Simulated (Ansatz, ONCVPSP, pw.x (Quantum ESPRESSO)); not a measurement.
tantalum: does the ONCV potential hold in the solid?

```json
{
  "Element": "tantalum",
  "Generator": "ONCVPSP 4.0.1",
  "Type": "optimised norm-conserving Vanderbilt (ONCV)",
  "Functional": "PBE",
  "Relativity": "scalar-relativistic",
  "Frozen core": "[Kr] 4d10 4f14",
  "Valence charge": "13",
  "Reference configuration": "5s2 5p6 5d3 6s2",
  "Partial waves": "5s+6s: rc 1.65 bohr, ncon 4, nbas 8, qcut 6.5 1/bohr, 2 projectors; 5p: rc 2.05 bohr, ncon 3, nbas 7, qcut 8.2 1/bohr, 2 projectors, debl 2.3 Ha; 5d: rc 1.65 bohr, ncon 4, nbas 8, qcut 8.5 1/bohr, local",
  "Local potential": "the d channel",
  "Core correction": "Teter function, fcfact 3.25, rcfact 1.45"
}
```

Atomic tests: cutoffs needed: 17 Ha and 22 Ha (the cutoffs (Ha) at which the residual kinetic energy of the hardest occupied pseudo-wave falls to 1 and 0.1 mHa per electron); ghost test: no bound ghost flagged; no localised positive-energy state flagged; largest excitation error: -403 meV (all-electron minus pseudo) for 5s1 5p6 5d3 6s2, out of 4 test configurations.

Crystal test: diamond Ta in pw.x 7.5, no spin, 8³ k-points, Fermi–Dirac smearing 0.01 Ry, cutoffs 50/200 Ry. The reference is all-electron LAPW (Ansatz 0.2.0) with the same functional, mesh and smearing; V0 and B0 come from Birch–Murnaghan fits to the pressures at five volumes. Errors are pseudo minus all-electron; Δ is the rms difference of the E(V) curves that follow from these fits, minima aligned, over ±6 % about the mean V0. Mesh and smearing are coarse, so the numbers serve the comparison and aren't converged zero-temperature values; the lattice is a test structure that the element need not adopt.

```tsv
V (Å³/atom)	P all-electron (GPa)	P pseudo (GPa)
27.063	3.83	2.70
27.775	1.81	0.78
28.487	-0.00	-0.95
29.199	-1.63	-2.50
29.911	-3.08	-3.89
```

All-electron: a0 = 6.108 Å (V0 = 28.49 Å³/atom), B0 = 68.6 GPa.

Pseudopotential: mean pressure error (GPa): -0.96; a0 (Å): 6.079; a0 error (%): -0.47; B0 error (%): -0.2; Δ (meV/atom): 6.0.

Q: At the middle volume, how do free energy and pressure move when the wave cutoff is lowered (ecutrho kept at four times it)?

A:

```
cutoff (Ry)  shift of F (meV/atom)  shift of P (GPa)
         22                +2521.7            -38.97
         30                 +510.6            -12.30
         40                  +44.6             -1.58
```

The 8 pw.x runs together took about 2.9 min on one core of a shared server CPU.
